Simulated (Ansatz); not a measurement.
Crystal: KBr.

```
K Br
1.0
     4.04350    0.00000    0.00000
     0.00000    4.04350    0.00000
     0.00000    0.00000    4.04350
K Br
1 1
Direct
  0.00520 0.99220 0.99193
  0.49480 0.50780 0.50807
```

The cell comes from a database or a generator and needn't be the stable form of this composition.

The cell isn't the ideal one: all K atoms moved 0.1 Å in one direction.

Below is the output of Ansatz 0.2.0 for this cell. Logs are shortened: lines on timing, memory, paths and dates and some standing lists are left out, and cuts for length are marked.

```text
Warning: RAYON_NUM_THREADS=2 ignored (pool sized by the plan → 2); use --threads N
K: projections on atomic orbitals take those of the free atom 1s2 2s2 2p6 3s2 3p6 4s1, of charge +0.00 (hamiltonian.pseudopotentials.projection_atoms)
Br: projections on atomic orbitals take those of the free atom 1s2 2s2 2p6 3s2 3p6 3d10 4s2 4p5, of charge +0.00 (hamiltonian.pseudopotentials.projection_atoms)
LAPW: plane waves up to 5.599 Å⁻¹, error target 1.0e-3 eV per atom; small_component_spin mean_spin; K in spheres of 1.711 Å, 9 of its electrons in bands, Dirac shells []; Br in spheres of 1.693 Å, 23 of its electrons in bands, Dirac shells [] (how accurate: hamiltonian.pseudopotentials.lapw.basis_error, Limitations)
Engine: ansatz 0.2.0, x86_64-unknown-linux-gnu
Pseudopotentials: kind: all_electron
Pseudopotential: K, LAPW, valence charge 9, lapw/all_electron/scalar/gaussian/K, Koelling and Harmon's equation, gaussian nucleus
Pseudopotential: Br, LAPW, valence charge 23, lapw/all_electron/scalar/gaussian/Br, Koelling and Harmon's equation, gaussian nucleus
Functional definition: PBE
  parameter kappa = 0.804
  parameter beta = 0.06672455060314922
  exchange = pbe_x(kappa = kappa, mu = beta*pi^2/3)
  correlation = pbe_c(beta = beta)
Crystal: 2 atoms, lattice volume = 66.111 Å³
Basis set: ecut = 119.44362576493867 eV, 179 PW (Γ), exchange–correlation at level 2
Bands: 20, of which v1, the nominal top of the filled ones, is band 16 counted from 1 (15 counted from 0)
Symmetry: 1 space group operations
Space group: P1 (ITA 1), of the structure as read, at distance tolerance 4.0e-5 Å
k-points: 172 of 343 (time reversal used)
Non-local potential: K, projectors of the file, none
Non-local potential: Br, projectors of the file, none
Initial density: superposition of atomic densities (chi_scale 0.1, normalization cell, long waves kept (reshape's long-wave potential 0.00 eV rms))
Initial wavefunctions: plane waves of lowest kinetic energy (no species holds an atomic orbital)
Functional: x = pbe(κ = 0.804, μ = 0.2195149727645171), c = pbe(β = 0.06672455060314922)
iter 1 solved again at ethr=1.12e-3 eV; its pass at ethr=1.00e-1 eV (dr2=3.60e-1 eV) is discarded
SCF iter   1: F=—  HF=-87313.360124 eV  |F-HF|=—  |Δ(HF+E_count)|=         —  Δρ=1.38e-2  dr2=3.60e-1  ethr=1.12e-3  ⟨swp⟩=2.3  Hψ=22038  notcnv=0
preconditioner: auto → Resta (q_TF=auto, 2.418 Å⁻¹)  ε∞=2.3  [insulator: Δε(μ)=4.537 eV  Ē_g=14.775 eV  σ=0.050 eV  W_gap=1.00  n_scr=18 (ndim 8)  ℏωp=17.1 eV  f_vac=0.000  D(μ)=0.00/eV (n_scr^D=0)  ε∞_Penn≈2.3]
SCF iter   2: F=—  HF=-87313.161366 eV  |F-HF|=—  |Δ(HF+E_count)|=   1.99e-1  Δρ=6.59e-3  dr2=9.13e-2  ethr=1.12e-3  ⟨swp⟩=3.0  Hψ=11543  notcnv=0
SCF iter   3: F=—  HF=-87313.156935 eV  |F-HF|=—  |Δ(HF+E_count)|=   4.43e-3  Δρ=3.50e-3  dr2=2.69e-2  ethr=2.85e-4  ⟨swp⟩=2.1  Hψ=11196  notcnv=0  defer=1
iter 4 solved again at ethr=3.12e-6 eV; its pass at ethr=8.41e-5 eV (dr2=9.97e-4 eV) is discarded
SCF iter   4: F=—  HF=-87313.161031 eV  |F-HF|=—  |Δ(HF+E_count)|=         —  Δρ=7.03e-4  dr2=9.97e-4  ethr=3.12e-6  ⟨swp⟩=2.0  Hψ=17884  notcnv=0
the basis was enlarged: its passes take 141.4 KiB over the memory plan, 2 of 2 planned eigensolver slots
SCF iter   5: F=—  HF=-87313.160913 eV  |F-HF|=—  |Δ(HF+E_count)|=   1.18e-4  Δρ=1.85e-4  dr2=2.54e-5  ethr=3.12e-6  ⟨swp⟩=3.0  Hψ=11253  notcnv=0
SCF iter   6: F=—  HF=-87313.160982 eV  |F-HF|=—  |Δ(HF+E_count)|=   6.88e-5  Δρ=3.61e-5  dr2=1.03e-6  ethr=7.93e-8  ⟨swp⟩=3.0  Hψ=11364  notcnv=0
SCF iter   7: F=—  HF=-87313.160987 eV  |F-HF|=—  |Δ(HF+E_count)|=   5.12e-6  Δρ=1.70e-5  dr2=2.51e-7  ethr=3.22e-9  ⟨swp⟩=3.0  Hψ=10933  notcnv=0
SCF iter   8: F=-87313.160988 eV  HF=-87313.160988 eV  |F-HF|=1.12e-8  |Δ(HF+E_count)|=   5.79e-7  Δρ=2.83e-6  dr2=8.75e-9  ethr=7.85e-10  ⟨swp⟩=3.0  Hψ=11138  notcnv=0
SCF 1 converged in 8 iterations: F = -87313.160988 eV  dr2 = 8.75e-9
SCF converged after 8 iterations
Free energy (F): -87313.160988 eV
Harris-Foulkes:  -87313.160988 eV  (|F-HF|=1.12e-8)
Internal energy: -87313.160988 eV  (E = F + TS)
E sigma→0 (E₀):  -87313.160988 eV
Fermi energy:    5.445152 eV
--- Per-component energies (eV) ---
  E_band       = -1627.134012
  E_kinetic    = 89207.927376
  E_xc         = -3422.648505
  E_electrostatic = -173098.439859  (all electrons and nuclei)
  E_smearing   = -0.000000  (= −TS)
  E_closure    = 0.000000  (closes the sum)
  E_atoms      = -87307.119739  (free atoms, spherical and without spin; not in F)
  Σ components = -87313.160988   (vs F -87313.160988, Δ=0.00e0)
  Basis errors (estimates in eV, not in F): energy 3.4e-4 per atom: plane waves 3.0e-4 (1.6e-4 summed), levels above the bands 2.7e-59, relativity 3.5e-8, radial functions 4.2e-5, core shells 1.4e-6; eigenvalues (radial functions only) 5.2e-6; not estimated: angular momenta, meshes, grids; target (lapw.basis_error) 1.0e-3; muffin-tin radii K 1.711 Å, Br 1.693 Å
--- Forces (eV/Å), atoms counted from 1 ---
  atom   1  K     -0.02358647     0.03504913     0.03622763
  atom   2  Br     0.02358593    -0.03504846    -0.03622690
  max |Σ_I F_I| component: 7.32e-7 eV/Å
--- Stress (GPa, compression-positive) ---
       -0.005354      -0.024259      -0.025087
       -0.024259      -0.007355       0.037385
       -0.025087       0.037385      -0.007608
  P = ⅓ Tr σ = -0.0068 GPa (-0.068 kbar)
--- Band table (eV; the first three rows and the last of 172) ---
  k-point 0: bands = ["-161.7929", "-161.7928", "-161.7926", "-55.0888", "-55.0888", "-55.0886", "-55.0881", "-55.0880", "-25.2073", "-9.3308", "-8.6326", "-8.6325", "-8.6297", "3.1878", "3.1884", "3.1901", "7.3165", "9.3151", "9.3205", "13.0571"]
  k-point 1: bands = ["-161.7929", "-161.7928", "-161.7926", "-55.0888", "-55.0888", "-55.0886", "-55.0881", "-55.0880", "-25.2054", "-9.3665", "-8.6304", "-8.6290", "-8.5891", "2.7712", "3.1941", "3.1949", "7.7908", "9.4691", "9.7303", "12.9975"]
  k-point 2: bands = ["-161.7929", "-161.7928", "-161.7926", "-55.0888", "-55.0888", "-55.0886", "-55.0881", "-55.0880", "-25.2012", "-9.4409", "-8.6218", "-8.6209", "-8.5051", "2.0448", "3.2063", "3.2072", "8.7620", "9.9060", "10.6331", "12.9316"]
  k-point 171: bands = ["-161.7929", "-161.7928", "-161.7926", "-55.0888", "-55.0888", "-55.0886", "-55.0880", "-55.0880", "-25.1942", "-9.3977", "-8.6501", "-8.6389", "-8.5000", "1.7464", "2.9527", "3.0093", "10.0963", "10.5427", "10.7516", "12.2924"]
--- Löwdin populations: 2 sites ---
  site symbol       q [e]
     0      K     18.2617
     1     Br     35.6812
  spilling = 0.001057 (of n_electrons = 54.000000)
```

Problem. What input gives this log?

Solution. Single point with PBE, no spin polarisation. The files as run (others can give the same):

input.yaml
```yaml
crystal:
  lattice:
    - [4.043499, 0.0, 0.0]
    - [0.0, 4.043499, 0.0]
    - [0.0, 0.0, 4.043499]
  atoms:
    - { symbol: K, position: [0.0052, 0.99220357, 0.99193266] }
    - { symbol: Br, position: [0.4948, 0.50779643, 0.50806734] }
kpoints:
  mp_grid: { grid: [7, 7, 7] }
scf:
  occupations: { method: fermi_dirac, width: 0.05 }
hamiltonian:
  xc: pbe
  pseudopotentials: { kind: all_electron, lapw: { basis_error: 0.001 } }
output:
  forces: true
  stress: true
  eigenvalues: true
  populations: true
```

Potentials or basis: all-electron LAPW, scalar-relativistic.
Command:
```bash
$ ansatz run input.yaml --threads 2 --pin off --max-ram 6144MiB --backend cpu --events-out ev --progress --plain --runs-dir out
```

Caveat: an odd mesh through Γ misses points on the zone boundary, where band edges often lie.
